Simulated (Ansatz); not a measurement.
AlN: do energies and stresses tell the same story?

Computed with DFT PBE, scalar-relativistic, plane waves, PAW (Ansatz).

Cutoff 420 eV; k points 10×10×10 on the computed 2-atom cell (Γ-centred); Gaussian smearing, width 0.02 eV; no spin polarisation.

Relaxed cell: F-43m, a = 4.403 Å, b = 4.403 Å, c = 4.403 Å, α = 90.00°, β = 90.00°, γ = 90.00°, 2 atoms in the primitive cell. This zinc-blende form isn't the usual stable structure of the compound.

Energies at zero smearing and pressures from the stress tensor, at volumes with shape and atoms relaxed:
```tsv
V (Å³/atom)	E − E(first) (meV/atom)	P (GPa)
9.391	0.00	31.56
9.711	-53.08	21.83
10.031	-88.08	13.45
10.351	-107.62	6.23
10.671	-113.70	0.00
10.991	-108.16	-5.38
11.311	-92.72	-10.01
11.738	-58.84	-15.21
```

Problem. Check P = −dE/dV between neighbouring volumes, and get the bulk modulus from the pressures alone.

Solution. With 1 eV/Å³ = 160.2 GPa:
```json
{"middle V (Å³/atom)": "9.551", "−ΔE/ΔV (GPa)": "26.564", "mean P (GPa)": "26.692"}
{"middle V (Å³/atom)": "9.871", "−ΔE/ΔV (GPa)": "17.516", "mean P (GPa)": "17.639"}
{"middle V (Å³/atom)": "10.191", "−ΔE/ΔV (GPa)": "9.782", "mean P (GPa)": "9.841"}
{"middle V (Å³/atom)": "10.511", "−ΔE/ΔV (GPa)": "3.040", "mean P (GPa)": "3.117"}
{"middle V (Å³/atom)": "10.831", "−ΔE/ΔV (GPa)": "-2.771", "mean P (GPa)": "-2.686"}
{"middle V (Å³/atom)": "11.151", "−ΔE/ΔV (GPa)": "-7.724", "mean P (GPa)": "-7.692"}
{"middle V (Å³/atom)": "11.525", "−ΔE/ΔV (GPa)": "-12.719", "mean P (GPa)": "-12.612"}
```

The two differ by 0.13 GPa at most. The mean of two end pressures misses the average over a step by about ΔV² P″/12, up to 0.12 GPa here; with that taken off 0.03 GPa remains, from the finite cutoff, the mesh or the relaxation's tolerance. Around V = 10.671 Å³/atom, the two neighbours give B = −V ΔP/ΔV = 10.671 × 11.61 / 0.640 = 193.4 GPa, against B0 = 192.6 GPa from the Birch–Murnaghan fit of the energies.